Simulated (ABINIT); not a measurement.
# TiAl (P-6m2) in ABINIT: phonons with PBE

Aim: the phonons of TiAl with PBE.

Everything below comes from runs of ABINIT 10.8.3 (patched build). Logs are shortened: lines on timing, memory, paths and dates and some standing lists are left out, and cuts for length are marked. The log counts tension as positive stress, the text compression.

## Step 1: The undisturbed crystal

The structure is hexagonal, space group P-6m2 (No. 187). Conventional cell: a = 2.867 Å, b = 2.867 Å, c = 4.678 Å, α = 90.00°, β = 90.00°, γ = 120.00°. Ti (site symmetry -6m2) is surrounded by 6 Al at 2.87 Å and 6 Ti at 2.87 Å. Around Al (site symmetry -6m2) lie 6 Ti at 2.87 Å and 6 Al at 2.87 Å.

The cell comes from a database or a generator and needn't be the stable form of this composition.

## Step 2: Phonons, PBE (cell relaxed at zero pressure by an earlier run)

File run.abi:

```
# Datasets
ndtset 2

# Pseudopotentials
pp_dirpath "./"
pseudos "Ti.GGA_PBE-JTH.xml, Al.GGA_PBE-JTH.xml"

# Structure
acell 3*1.0 Angstrom
rprim
     2.8874361800     0.0000000000     0.0000000000
    -1.4437180900     2.5005930900     0.0000000000
     0.0000000000     0.0000000000     4.6391452800
ntypat 2
znucl 22 13
natom 2
typat 1 2
chkprim 0
chksymtnons 0
tolsym 1.0e-6
xred
            0.0            0.0            0.0
            1/3            2/3            1/2

# Plane-wave basis
ecut 408.170794 eV
pawecutdg 30.0
pawxcdev 0
ecutsm 0.5

# k points
ngkpt 12 12 8
nshiftk 1
shiftk 0.0 0.0 0.0

# Exchange and correlation
ixc 11

# Bands and occupations
nband 16
occopt 3
tsmear 0.1 eV

# SCF cycle
nstep 80

# Output
prteig 0
prtebands 0
prtwf 0
prtden 0
prtpot 0

# Dataset 1: ground state
kptopt1 1
tolvrs1 1.0e-11
prtwf1 1
tolwfr1 1.0e-14
nbdbuf1 4
nline1 6

# Dataset 2: response at q = 0 to atomic displacements
rfphon2 1
rfatpol2 1 2
rfdir2 1 1 1
getwfk2 1
kptopt2 2
nqpt2 1
qpt2 0.0 0.0 0.0
tolvrs2 1.0e-8
```

File mrgddb.in:

```
merged_DDB
TiAl
2
runo_DS1_DDB
runo_DS2_DDB
```

File anaddb.abi:

```
ddb_filepath "merged_DDB"
output_file "anaddb.abo"
outdata_prefix "ana"
asr 1
chneut 0
dipdip 0
dieflag 0
enunit 0
eivec 1
nph1l 1
qph1l 0.0 0.0 0.0 1.0
```

Potentials or basis: JTH PAW PBE v2.0.

Started as:

```
> abinit run.abi > log 2>&1
> mrgddb < mrgddb.in > mrgddb.log 2>&1
> anaddb anaddb.abi > anaddb.log 2>&1
```

run.abo:

```text
.Version 10.8.3 of ABINIT
 DATASET    1 : space group P-6 m 2 (#187); Bravais hP (primitive hexag.)
================================================================================
 Values of the parameters that define the memory need for DATASET  1.
     intxc =       0    ionmov =       0      iscf =      17    lmnmax =      18
     lnmax =       6     mgfft =      32  mpssoang =       3    mqgrid =    3001
     natom =       2  nloc_mem =       2    nspden =       1   nspinor =       1
    nsppol =       1      nsym =      12    n1xccc =       1    ntypat =       2
    occopt =       3   xclevel =       2
       mpw =         646          nfft =       12800          nkpt =          95
 PAW method is used; the additional fine FFT grid is defined by:
   mgfftf=        45    nfftf =     40500
================================================================================
================================================================================

 DATASET    2 : space group P-6 m 2 (#187); Bravais hP (primitive hexag.)
================================================================================
 Values of the parameters that define the memory need for DATASET  2 (RF).
     intxc =       0      iscf =       7    lmnmax =      18     lnmax =       6
     mgfft =      32  mpssoang =       3    mqgrid =    3001     natom =       2
  nloc_mem =       2    nspden =       1   nspinor =       1    nsppol =       1
      nsym =      12    n1xccc =       1    ntypat =       2    occopt =       3
   xclevel =       2
      nfft =       12800          nkpt =         580
================================================================================
================================================================================

--------------------------------------------------------------------------------
------------- Echo of variables that govern the present computation ------------
--------------------------------------------------------------------------------
 -outvars: echo values of preprocessed input variables --------
            acell      1.8897261259E+00  1.8897261259E+00  1.8897261259E+00 Bohr
              amu      4.78800000E+01  2.69815390E+01
          chkprim           0
      chksymtnons           0
             ecut      1.50000000E+01 Hartree
           ecutsm      5.00000000E-01 Hartree
           getwfk1          0
           getwfk2          1
             iscf1         17
             iscf2          7
                       outvar_i_n : Printing only first  50 k-points.
              ixc          11
           jdtset        1    2
                       outvar_i_n : Printing only first  50 k-points.
           kptopt1          1
           kptopt2          2
         kptrlatt       12    0    0      0   12    0      0    0    8
          kptrlen      6.54775630E+01
            natom           2
            nband1         16
            nband2         16
           nbdbuf1          4
           nbdbuf2          2
           ndtset           2
            ngfft          20      20      32
          ngfftdg          30      30      45
             nkpt1         95
             nkpt2        580
            nline1          6
            nline2          4
             nqpt1          0
             nqpt2          1
            nstep          80
             nsym          12
           ntypat           2
                       prtocc : prtvol=0, do not print more k-points.
                       prtocc : prtvol=0, do not print more k-points.
           occopt           3
        optdriver1          0
        optdriver2          1
        pawecutdg      3.00000000E+01 Hartree
         pawxcdev           0
           prtden           0
        prtebands           0
           prteig           0
            prtwf1          1
            prtwf2          0
           rfphon1          0
           rfphon2          1
            rprim      2.8874361800E+00  0.0000000000E+00  0.0000000000E+00
                      -1.4437180900E+00  2.5005930900E+00  0.0000000000E+00
                       0.0000000000E+00  0.0000000000E+00  4.6391452800E+00
          spgroup         187
           tolsym      1.00000000E-06
           tolvrs1     1.00000000E-11
           tolvrs2     1.00000000E-08
           tolwfr1     1.00000000E-14
           tolwfr2     0.00000000E+00
           tsmear      3.67493222E-03 Hartree
            typat      1  2
           useylm           1
                       outvars : Printing only first  50 k-points.
           xangst      0.0000000000E+00  0.0000000000E+00  0.0000000000E+00
                      -5.7045282411E-17  1.6670620600E+00  2.3195726400E+00
[... 176 lines left out ...]
total_energy        : -6.07748776498916E+01
total_energy_eV     : -1.65376866978344E+03
...

--- !EnergyTermsDC
iteration_state     : {dtset: 1, }
comment             : '"Double-counting" decomposition of free energy'
band_energy         : -7.66470767292651E+00
Ewald energy        : -3.83568246504207E+01
psp_core            :  1.44951148150225E+00
xc_dc               : -1.70219244932794E+01
PAW spherical_terms :  8.22087219610053E-01
internal            : -6.07718581155143E+01
'-kT*entropy'       : -3.02039338604815E-03
total_energy_dc     : -6.07748785089003E+01
total_energy_dc_eV  : -1.65376869315826E+03
...

--- !EnergyTermsWithPAWCore
iteration_state     : {dtset: 1, }
comment             : 'Components of total free energy, including PAW core contributions'
Total energy        : -1.09665207757080E+03
Total energy DC     : -1.09665207842981E+03
Total energy (eV)   : -2.98414232602365E+04
Total energy DC (eV): -2.98414232836113E+04
...

 Cartesian components of stress tensor (hartree/bohr^3)
  sigma(1 1)= -2.87634016E-06  sigma(3 2)=  0.00000000E+00
  sigma(2 2)= -2.87637253E-06  sigma(3 1)=  0.00000000E+00
  sigma(3 3)= -2.57136415E-06  sigma(2 1)=  0.00000000E+00

-Cartesian components of stress tensor (GPa)         [Pressure=  8.1634E-02 GPa]
- sigma(1 1)= -8.46248493E-02  sigma(3 2)=  0.00000000E+00
- sigma(2 2)= -8.46258016E-02  sigma(3 1)=  0.00000000E+00
- sigma(3 3)= -7.56521453E-02  sigma(2 1)=  0.00000000E+00

================================================================================
== DATASET  2 ==================================================================

--- !DatasetInfo
iteration_state: {dtset: 2, }
dimensions: {natom: 2, nkpt: 580, mband: 16, nsppol: 1, nspinor: 1, nspden: 1, mpw: 646, }
cutoff_energies: {ecut:  15.0, pawecutdg:  30.0, }
electrons: {nelect:   1.50000000E+01, charge:   0.00000000E+00, occopt:   3.00000000E+00, tsmear:   3.67493222E-03, }
meta: {optdriver: 1, rfphon: 1, }
...

 mkfilename : getwfk/=0, take file _WFK from output of DATASET   1.

 Exchange-correlation functional for the present dataset will be:
  GGA: Perdew-Burke-Ernzerhof functional - ixc=11
  J.P.Perdew, K.Burke, M.Ernzerhof, PRL 77, 3865 (1996)

 Real(R)+Recip(G) space primitive vectors, cartesian coordinates (Bohr,Bohr^-1):
 R(1)=  5.4564636  0.0000000  0.0000000  G(1)=  0.1832689  0.1058103  0.0000000
 R(2)= -2.7282318  4.7254361  0.0000000  G(2)=  0.0000000  0.2116207  0.0000000
 R(3)=  0.0000000  0.0000000  8.7667140  G(3)=  0.0000000  0.0000000  0.1140678
 Unit cell volume ucvol=  2.2604244E+02 bohr^3
 Angles (23,13,12)=  9.00000000E+01  9.00000000E+01  1.20000000E+02 degrees
 setup1 : take into account q-point for computing boxcut.

 Coarse grid specifications (used for wave-functions):

 getcut: wavevector=  0.0000  0.0000  0.0000  ngfft=  20  20  32
         ecut(hartree)=     15.000   => boxcut(ratio)=   2.09364

 Fine grid specifications (used for densities):

 getcut: wavevector=  0.0000  0.0000  0.0000  ngfft=  30  30  45
         ecut(hartree)=     30.000   => boxcut(ratio)=   2.03559
--------------------------------------------------------------------------------

 ==>  initialize data related to q vector <==

 The list of irreducible perturbations for this q vector is:
    1)    idir= 1    ipert=   1
    2)    idir= 3    ipert=   1
    3)    idir= 1    ipert=   2
    4)    idir= 3    ipert=   2

================================================================================

 The perturbation idir=   2  ipert=   1 is
 symmetric of a previously calculated perturbation.
 So, its SCF calculation is not needed.

 The perturbation idir=   2  ipert=   2 is
 symmetric of a previously calculated perturbation.
 So, its SCF calculation is not needed.

--------------------------------------------------------------------------------
 Perturbation wavevector (in red.coord.)   0.000000  0.000000  0.000000
 Perturbation : displacement of atom   1   along direction   1
 Found     2 symmetries that leave the perturbation invariant.
 symkpt : the number of k-points, thanks to the symmetries,
 is reduced to   370 .
[... 178 lines left out ...]
 2DEtotal=    0.5643896980E+01 Ha. Also 2DEtotal=    0.153578260659E+03 eV
    (2DErelax=   -4.5373282300E+01 Ha. 2DEnonrelax=    5.1017179280E+01 Ha)
    (  non-var. 2DEtotal :    5.6438422713E+00 Ha)

================================================================================

 ---- first-order wavefunction calculations are completed ----

 ==> Compute Derivative Database <==

  Dynamical matrix, in cartesian coordinates,
   if specified in the inputs, asr has been imposed
     j1       j2             matrix element
  dir pert dir pert     real part    imaginary part

   1    1   1    1         0.0211600898        -0.0000000000
   1    1   1    2        -0.0211600898         0.0000000000

   2    1   2    1         0.0211600905        -0.0000000000
   2    1   2    2        -0.0211600905         0.0000000000
[... 10 lines left out ...]
   3    2   3    1        -0.0730961855        -0.0000000000
   3    2   3    2         0.0730961855         0.0000000000

  Phonon wavevector (reduced coordinates) :  0.00000  0.00000  0.00000
 Phonon energies in Hartree :
  -2.739400E-07  0.000000E+00  0.000000E+00  8.201583E-04  8.201583E-04
   1.524561E-03
 Phonon frequencies in cm-1    :
  -6.012287E-02  0.000000E+00  0.000000E+00  1.800039E+02  1.800039E+02
   3.346025E+02

== END DATASET(S) ==============================================================
================================================================================

 -outvars: echo values of variables after computation  --------
            acell      1.8897261259E+00  1.8897261259E+00  1.8897261259E+00 Bohr
           etotal1    -6.0774878509E+01
           etotal2     5.6438969801E+00
            fcart1     3.1582597695E-27  1.8234221235E-27 -0.0000000000E+00
                      -3.1582597695E-27 -1.8234221235E-27 -0.0000000000E+00
            fcart2     0.0000000000E+00  0.0000000000E+00  0.0000000000E+00
                       0.0000000000E+00  0.0000000000E+00  0.0000000000E+00
            rprim      2.8874361800E+00  0.0000000000E+00  0.0000000000E+00
                      -1.4437180900E+00  2.5005930900E+00  0.0000000000E+00
                       0.0000000000E+00  0.0000000000E+00  4.6391452800E+00
           strten1    -2.8763401640E-06 -2.8763725314E-06 -2.5713641528E-06
                       0.0000000000E+00  0.0000000000E+00  0.0000000000E+00
           strten2     0.0000000000E+00  0.0000000000E+00  0.0000000000E+00
                       0.0000000000E+00  0.0000000000E+00  0.0000000000E+00
           xangst      0.0000000000E+00  0.0000000000E+00  0.0000000000E+00
                      -5.7045282411E-17  1.6670620600E+00  2.3195726400E+00
             xred      0.0000000000E+00  0.0000000000E+00  0.0000000000E+00
                       3.3333333333E-01  6.6666666667E-01  5.0000000000E-01
 Calculation completed.
```

Wall time 6.3 min (1 thread of Intel Xeon Platinum 8375C at 2.90GHz (Ice Lake), shared host); peak memory 0.61 GiB.

Results:

```
Free energy                   : -1653.7687 eV
Pressure                      : 0.1 GPa
Band gap on the k mesh        : none (metal or under the smearing width)
Highest phonon frequency at Γ : 335 cm⁻¹
```

Phonon frequencies in cm⁻¹ (negative: imaginary):
```tsv
q point	frequencies
(0.000, 0.000, 0.000)	0 0 0 180 180 335
```
